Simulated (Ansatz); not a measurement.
Input deck for Ansatz 0.2.0, then the block of the output on the nuclei.

The cell is a COD entry, relaxed with PBE at fixed cell and then changed (volume scaled by 1.06, ions relaxed).

```yaml
crystal:
  lattice:
    - [0.0, 2.2890307863, 2.2890307863]
    - [2.2890307863, 0.0, 2.2890307863]
    - [2.2890307863, 2.2890307863, 0.0]
  atoms:
    - { symbol: Ta, position: [0.0, 0.0, 0.0], spin: 1.0 }
    - { symbol: C, position: [0.5, 0.5, 0.5] }
magnetization:
  spin_polarized: true
kpoints:
  mp_grid: { grid: [18, 18, 18] }
scf:
  occupations: { method: fermi_dirac, width: 0.05 }
hamiltonian:
  xc: pbe
  pseudopotentials: { kind: paw }
output:
  forces: true
  stress: true
  populations: true
  efg: { quadrupole_moments_barn: { Ta: 3.17 }, contact_densities: true }
relax:
  f_tol: 0.02
  max_steps: 60
```

```sh
ansatz run input.yaml --threads 1 --pin off --max-ram 3072MiB --backend cpu --events-out ev --progress --plain --runs-dir out
```

The run relaxes the ions first, and the block belongs to the relaxed positions.

Of the output, the block on the nuclei alone is shown; the set-up, the SCF iterations, energies, forces and stress are cut.

```
--- PAW observables at the nuclei: V_zz in 10²¹ V/m², potentials from the cell's mean, atoms counted from 1 ---
  atom   1  Ta V_zz =    +0.000000   η = 0.0000   by run symmetry: forbidden   C_q = +0.0000 MHz
            electrostatic potential = -14497.786711 V   contact ρ = 8154432.237251 e/Å³   contact ρ_s (e/Å³): all electrons +0.000018, valence +0.000011
  atom   2  C  V_zz =    -0.000000   η = 0.0000   by run symmetry: forbidden
            electrostatic potential = -428.483807 V   contact ρ = 868.429651 e/Å³   contact ρ_s (e/Å³): all electrons -0.000000, valence -0.000000
```

The relaxation (1 step) took 15 s of wall time (15 s of CPU time) and 0.53 GiB at its peak, on 1 thread of Intel Xeon Platinum 8259CL CPU @ 2.50GHz (Skylake/Cascade Lake) (x86_64; 16 cores open to the job, memory cap 3.0 GiB, no GPU), a shared host with a load of 0.4 a core.

At this changed cell the PBE pressure is -19 GPa. The start moments die out, and the run ends without spin.
